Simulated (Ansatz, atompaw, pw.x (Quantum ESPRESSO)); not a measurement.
## What a changed setting does to a pw.x run (bcc Zr)

Potential: PAW, atompaw 4.2.0.5, PBEsol; core [Ar] 3d10, reference 4s2 4p6 4d2 5s2 5p0; waves: 4s (bound): rc 1.60 bohr; 5s (bound): rc 2.35 bohr; 4p (bound): rc 1.80 bohr; 5p (bound, empty): rc 2.35 bohr; 4d (bound): rc 1.80 bohr; 4d channel at 0.25 Ry: rc 1.80 bohr; local part: bessel scheme, radius 2.05 bohr; core correction: smooth core density matched at 1.40 bohr; augmentation: sinc compensation charge, radius 1.95 bohr; PAW radius 2.35 bohr; waves and projectors: custom rrkj vanderbiltortho.

The reference run (k-mesh 13³, cutoffs 55/550 Ry, Fermi–Dirac 0.01 Ry, mixing_beta 0.4, conv_thr 1e-9, no spin) gives -0.23 GPa at 22.176 Å³/atom, where all-electron LAPW gives -0.86 GPa. This run, with its own iteration cap, changes smearing to mp.

```
&control
  calculation='scf', prefix='x', pseudo_dir='./', outdir='./tmp', tstress=.true., disk_io='none'
/
&system
  ibrav=0, nat=1, ntyp=1, ecutwfc=55, ecutrho=550, nbnd=14,
  occupations='smearing', smearing='mp', degauss=0.01
/
&electrons
  conv_thr=1e-09, mixing_beta=0.4, electron_maxstep=60
/
ATOMIC_SPECIES
Zr 1.0 Zr.UPF
CELL_PARAMETERS angstrom
  -1.76986880 1.76986880 1.76986880
  1.76986880 -1.76986880 1.76986880
  1.76986880 1.76986880 -1.76986880
ATOMIC_POSITIONS crystal
Zr 0.0000 0.0000 0.0000
K_POINTS automatic
13 13 13 0 0 0
```

```bash
pw.x < Zr.scf.in > Zr.scf.out
```

How does the run end?

It converges in 8 iterations; the free energy moves by +53.7 meV/atom and the pressure by -0.76 GPa. This scheme is built to cancel the term in the square of the width that Fermi–Dirac smearing leaves in the F of a metal.

```
Message from routine setup:
     using ibrav=0 with symmetry is DISCOURAGED, use correct ibrav instead
     lattice parameter (alat)  =       5.7930  a.u.
     unit-cell volume          =     149.6511 (a.u.)^3
     number of electrons       =        12.00
     number of Kohn-Sham states=           14
     kinetic-energy cutoff     =      55.0000  Ry
     charge density cutoff     =     550.0000  Ry
     scf convergence threshold =      1.0E-09
     Exchange-correlation= SLA PW PSX PSC
     number of k points=    84  Methfessel-Paxton smearing, width (Ry)=  0.0100
     iteration #  1     ecut=    55.00 Ry     beta= 0.40
     total energy              =    -303.09213252 Ry
     estimated scf accuracy    <       0.03453006 Ry
     iteration #  2     ecut=    55.00 Ry     beta= 0.40
     total energy              =    -303.09232873 Ry
     estimated scf accuracy    <       0.00567549 Ry
     iteration #  3     ecut=    55.00 Ry     beta= 0.40
     total energy              =    -303.09301347 Ry
     estimated scf accuracy    <       0.00017098 Ry
     iteration #  4     ecut=    55.00 Ry     beta= 0.40
     total energy              =    -303.09305138 Ry
     estimated scf accuracy    <       0.00003185 Ry
     iteration #  5     ecut=    55.00 Ry     beta= 0.40
     total energy              =    -303.09305373 Ry
     estimated scf accuracy    <       0.00000101 Ry
     iteration #  6     ecut=    55.00 Ry     beta= 0.40
     total energy              =    -303.09305390 Ry
     estimated scf accuracy    <       0.00000025 Ry
     iteration #  7     ecut=    55.00 Ry     beta= 0.40
     total energy              =    -303.09305394 Ry
     estimated scf accuracy    <       0.00000002 Ry
     iteration #  8     ecut=    55.00 Ry     beta= 0.40
     the Fermi energy is    14.0145 ev
!    total energy              =    -303.09305395 Ry
     estimated scf accuracy    <          3.9E-10 Ry
     smearing contrib. (-TS)   =      -0.00009240 Ry
     The total energy is F=E-TS. E is the sum of the following terms:
     one-electron contribution =     -13.58338807 Ry
     hartree contribution      =      15.90729016 Ry
     xc contribution           =     -12.73368586 Ry
     ewald contribution        =     -78.34341013 Ry
     one-center paw contrib.   =    -214.33976764 Ry
     convergence has been achieved in   8 iterations
          total   stress  (Ry/bohr**3)                   (kbar)     P=       -9.92
     Message from routine punch:
     Nothing written, as per user request (disk_io='none')
```

The run took about 19 s on one core of a shared host (Intel(R) Xeon(R) Platinum 8488C, 96 threads, 744 GiB, load 50).
